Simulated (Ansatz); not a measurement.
## ZnS: equilibrium volume by level of theory

```cif
data_structure
_symmetry_space_group_name_H-M 'P6_3mc'
_symmetry_Int_Tables_number 186
_cell_length_a 3.8120
_cell_length_b 3.8120
_cell_length_c 18.6900
_cell_angle_alpha 90.000
_cell_angle_beta 90.000
_cell_angle_gamma 120.000
_cell_volume 235.20
loop_
_atom_site_label
_atom_site_type_symbol
_atom_site_symmetry_multiplicity
_atom_site_Wyckoff_symbol
_atom_site_fract_x
_atom_site_fract_y
_atom_site_fract_z
_atom_site_occupancy
Zn1 Zn 2 b 0.33333 0.66667 0.83333 1
Zn2 Zn 2 b 0.66667 0.33333 0.66667 1
Zn3 Zn 2 a 0.00000 0.00000 0.50000 1
S1 S 2 b 0.33333 0.66667 0.95833 1
S2 S 2 b 0.66667 0.33333 0.79167 1
S3 S 2 a 0.00000 0.00000 0.62500 1
```

```csv
rung,level,program and potentials,cutoff (eV),k mesh,core time,chip,equilibrium volume (Å³/atom),notes
GGA + dispersion,PBE+D4,"Ansatz, Ansatz PAW",420,8 × 8 × 2,83 s,Arm Neoverse V2,19.45,-
GGA,PBE,"Ansatz, Ansatz PAW",420,8 × 8 × 2,86 s,Arm Neoverse V2,20.16,-
GGA + dispersion,revPBE+D3(BJ),"Ansatz, Ansatz PAW",420,8 × 8 × 2,89 s,Intel Xeon Platinum 8375C Ice Lake,19.16,"potentials made for PBE, which Ansatz adapts in part"
GGA + dispersion,BLYP+D4,"Ansatz, Ansatz PAW",420,8 × 8 × 2,1.7 min,Arm Neoverse V1,19.73,"potentials made for PBE, which Ansatz adapts in part"
GGA,revPBE,"Ansatz, Ansatz PAW",420,8 × 8 × 2,1.9 min,Arm Neoverse V2,20.72,"potentials made for PBE, which Ansatz adapts in part"
GGA,PBEsol,"Ansatz, Ansatz PAW",420,8 × 8 × 2,2.3 min,Intel Xeon,19.21,"potentials made for PBE, which Ansatz adapts in part"
GGA + dispersion,revPBE+D4,"Ansatz, Ansatz PAW",420,8 × 8 × 2,2.3 min,Intel Xeon,19.22,"potentials made for PBE, which Ansatz adapts in part"
GGA + dispersion,RPBE+D3(BJ),"Ansatz, Ansatz PAW",420,8 × 8 × 2,2.7 min,Intel Xeon,18.13,"potentials made for PBE, which Ansatz adapts in part"
GGA + dispersion,PBEsol+D3(BJ),"Ansatz, Ansatz PAW",420,8 × 8 × 2,3.2 min,Intel Xeon,18.69,"potentials made for PBE, which Ansatz adapts in part"
GGA,RPBE,"Ansatz, Ansatz PAW",420,8 × 8 × 2,3.4 min,Intel Xeon,20.94,"potentials made for PBE, which Ansatz adapts in part"
LDA,LDA,"Ansatz, Ansatz PAW",420,8 × 8 × 2,3.5 min,Intel Xeon,18.58,"potentials made for PBE, which Ansatz adapts in part"
GGA,BPBE,"Ansatz, Ansatz PAW",420,8 × 8 × 2,3.6 min,AMD EPYC Zen 3,20.14,"potentials made for PBE, which Ansatz adapts in part"
```

Times are single runs on shared hosts and different chips, so they are rough; meshes, cutoffs and the tasks' sizes weigh on the time. Task: relaxation of cell and atoms. All rows: no spin polarisation. Meshes are those of the run's cell of 12 atoms unless a note names another. Relaxations start from the cell shown or near it and stop with a little pressure left. Runs on faulty files, with rough fits or with known faults for this quantity aren't shown. No row holds spin-orbit coupling.

By rung: LDA 18.58; GGA + dispersion 18.13 to 19.73; GGA 19.21 to 20.94 (Å³/atom).

Without dispersion, the volume of ZnS grows from LDA (18.58 Å³/atom) through PBEsol (19.21) and the nearly equal BPBE and PBE to revPBE and RPBE (20.94). This mainly follows the exchange term: a stronger enhancement with density gradient favours the more inhomogeneous density of a stretched lattice and so weakens the polar covalent Zn-S bonds. LDA's overbinding and PBE's slight expansion are the usual errors for tetrahedral semiconductors.

Dispersion shrinks the cell in every functional that also has an uncorrected row, and most where the uncorrected volume is largest. RPBE+D3(BJ) thus drops to 18.13, below even LDA and clearly too small for ZnS. Its pairwise attraction, damped to offset a repulsive functional in molecules, probably overbinds this dense network. For revPBE, D3(BJ) and D4 nearly agree, so the parent functional and its fitted damping seem to matter more there than the dispersion model's generation. These volumes don't settle the energetic order of the ZnS polytypes, which hinges on small differences in stacking energy.
